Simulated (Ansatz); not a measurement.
# AlN: the cost of one run

Computed with Ansatz 0.2.0 (DFT PBE, scalar-relativistic, plane waves, PAW, unless a step's input says otherwise).

1 further run of the same task is left out (set aside as unsound or not needed).

## (1) The structure to begin with

Symmetry: P4_2/mnm, No. 136, tetragonal system. Conventional cell: a = 5.329 Å, b = 5.329 Å, c = 3.122 Å, α = 90.00°, β = 90.00°, γ = 90.00°. Around Al (site symmetry m2m) lie 4 N at 1.88 to 1.93 Å. N (site symmetry m2m) has 4 Al at 1.88 to 1.93 Å as nearest neighbours.

Coordinates:

```
Al N
1.0
     5.32911    0.00000    0.00000
     0.00000    5.32911    0.00000
     0.00000    0.00000    3.12184
Al N
4 4
Direct
  0.67699 0.67699 0.00000
  0.17699 0.82301 0.50000
  0.82301 0.17699 0.50000
  0.32301 0.32301 0.00000
  0.81542 0.81542 0.50000
  0.18458 0.18458 0.50000
  0.68458 0.31542 0.00000
  0.31542 0.68458 0.00000
```

The cell was relaxed beforehand at this level, from a generated guess; it needn't be the stable form of this composition. At a tolerance of 0.02 Å it has space group P4_2/mnm (No. 136); it has 11.08 Å³/atom, an uncorrected energy of -1.34 eV/atom over the elements.

## (2) Electronic structure at the relaxed geometry

File input.yaml:

```yaml
crystal:
  lattice:
    - [5.3291138, 0.0, 0.0]
    - [0.0, 5.3291138, 0.0]
    - [0.0, 0.0, 3.1218369]
  atoms:
    - { symbol: Al, position: [0.676986, 0.676986, 0.0] }
    - { symbol: Al, position: [0.176986, 0.823014, 0.5] }
    - { symbol: Al, position: [0.823014, 0.176986, 0.5] }
    - { symbol: Al, position: [0.323014, 0.323014, 0.0] }
    - { symbol: "N", position: [0.815421, 0.815421, 0.5] }
    - { symbol: "N", position: [0.184579, 0.184579, 0.5] }
    - { symbol: "N", position: [0.684579, 0.315421, 0.0] }
    - { symbol: "N", position: [0.315421, 0.684579, 0.0] }
basis:
  ecutwfc: 420
kpoints:
  mp_grid: { grid: [4, 4, 8] }
  band_path:
    path:
      - [[0.0, 0.0, 0.0], [0.0, 0.5, 0.0], [0.5, 0.5, 0.0], [0.0, 0.0, 0.0], [0.0, 0.0, 0.5], [0.0, 0.5, 0.5], [0.5, 0.5, 0.5], [0.0, 0.0, 0.5]]
      - [[0.0, 0.5, 0.0], [0.0, 0.5, 0.5]]
      - [[0.5, 0.5, 0.0], [0.5, 0.5, 0.5]]
    npoints: 14
hamiltonian:
  xc: pbe
scf:
  occupations: { method: gaussian, width: 0.02 }
  n_extra_bands: 20
output:
  forces: true
  stress: true
  eigenvalues: true
  populations: true
  dos: { projected: true, de: 0.02, nscf_kmesh: { grid: [6, 6, 12] } }
  bader: true
  write_density: true
  write_potential: true
  elf: true
  volumetric_format: npy
```

Run with:

```console
> ansatz run input.yaml --threads 4 --pin off --max-ram 8192MiB --backend cpu --events-out ev --progress --plain --runs-dir out
```

**Question.** How long does this run take on 4 threads of Arm Neoverse V2, shared host, and how much memory does it need?

About 22 s, with a peak of 0.47 GiB.
